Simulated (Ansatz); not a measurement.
Crystal: MnO.

```
Mn O
1.0
     0.00000    2.22391    2.22391
     2.22391    0.00000    2.22391
     2.22391    2.22391    0.00000
Mn O
1 1
Direct
  0.00000 0.00000 0.00000
  0.50000 0.50000 0.50000
```

The cell is a database's computed one.

Base run:

- Program: Ansatz 0.2.0
- Functional: PBEsol
- Potentials or basis: all-electron LAPW, scalar-relativistic
- Cutoff: 324 eV (chosen from the basis error)
- Basis error allowed: 0.001 eV/atom
- k mesh: 10 × 10 × 10
- Occupations: fermi-dirac, width 0.05 eV
- Spin: collinear spin, ferromagnetic start
- Starting moments: [4.0, 0.0] μB
- Hubbard terms: Mn d U = 6 eV

Its results: band gap on the k mesh 0.32 eV, indirect (least direct gap 2.44 eV); pressure 5.2 GPa; net moment 5.00 μB per cell; site moments Mn +4.60; O +0.14 μB.

Q: The run is repeated on the same cell with these changes: hubbard terms from Mn d U = 6 eV to Mn d U = 4 eV. What comes out?

A: Band gap on the k mesh none (metal or under the smearing width); pressure 2.8 GPa; net moment 5.00 μB per cell; site moments Mn +4.56; O +0.18 μB.

Caveats: the magnetic state may not be the lowest; U is the effective U less J, on atomic orbitals that reach past the spheres; a cell with one magnetic atom can't hold antiferromagnetic order, which such compounds often take.

A k mesh can miss the band edges.
